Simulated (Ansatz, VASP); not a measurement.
This is a calculation of InP for Ansatz 0.2.0.

The input input.yaml:

```yaml
crystal:
  lattice:
    - [0.0, 2.9305, 2.9305]
    - [2.9305, 0.0, 2.9305]
    - [2.9305, 2.9305, 0.0]
  atoms:
    - { symbol: In, position: [0.0, 0.0, 0.0] }
    - { symbol: P, position: [0.75, 0.75, 0.75] }
hamiltonian:
  xc: lda
  pseudopotentials: { kind: paw }
kpoints:
  mp_grid: { grid: [8, 8, 8] }
scf:
  occupations: { method: fixed }
output:
  eigenvalues: true
dielectric:
  method: response
```

Potentials or basis: Ansatz PAW.

Command:

```console
$ ansatz run input.yaml --threads 2 --pin off --max-ram 5632MiB --backend cpu --events-out ev --progress --plain --runs-dir out
```

Set up the same calculation for VASP 6.6.1. Potentials there: VASP PAW LDA potentials, release 64 (In_d, P).

As run (the cutoff follows the program's own potentials):

INCAR

```
SYSTEM = InP
ALGO = Fast
EDIFF = 1E-8
ENCUT = 520
GGA = CA
IBRION = 8
ISIF = 2
ISMEAR = -1
LASPH = .True.
LCHARG = .False.
LEPSILON = .True.
LREAL = .False.
LWAVE = .False.
NELM = 100
PREC = Accurate
SIGMA = 0.05
```

The input KPOINTS:

```
k-points
0
Gamma
  8 8 8
  0 0 0
```

Contents of POSCAR:

```
InP
1.0
    0.0000000000      2.9305000000      2.9305000000
    2.9305000000      0.0000000000      2.9305000000
    2.9305000000      2.9305000000      0.0000000000
In P
1 1
Direct
    0.0000000000      0.0000000000      0.0000000000
    0.7500000000      0.7500000000      0.7500000000
```

Potentials or basis: VASP PAW LDA potentials, release 64 (In_d, P).

Command:

```sh
$ cat potpaw_LDA.64/In_d/POTCAR potpaw_LDA.64/P/POTCAR > POTCAR
$ mpirun -np 1 vasp_std > vasp.out
```

Both were run:

|  | VASP | Ansatz | Ansatz less VASP |
| --- | --- | --- | --- |
| gap on the k mesh at the Fermi level (eV) | 0.51 | 0.48 | -0.029 |
| least direct gap on the mesh (eV) | 0.51 | 0.48 | -0.029 |
| mean electronic dielectric constant | 21.55 | 12.00 | -9.556 |
| mean Born charge of the atom that differs most (e) | 2.64 | 2.49 | -0.153 |

One of these differences is far larger than is usual between the two programs; its cause wasn't traced.

Caveats: the gap is small at this level, which inflates the dielectric constant; spin-orbit coupling is left out, which moves the levels of the heavy elements.
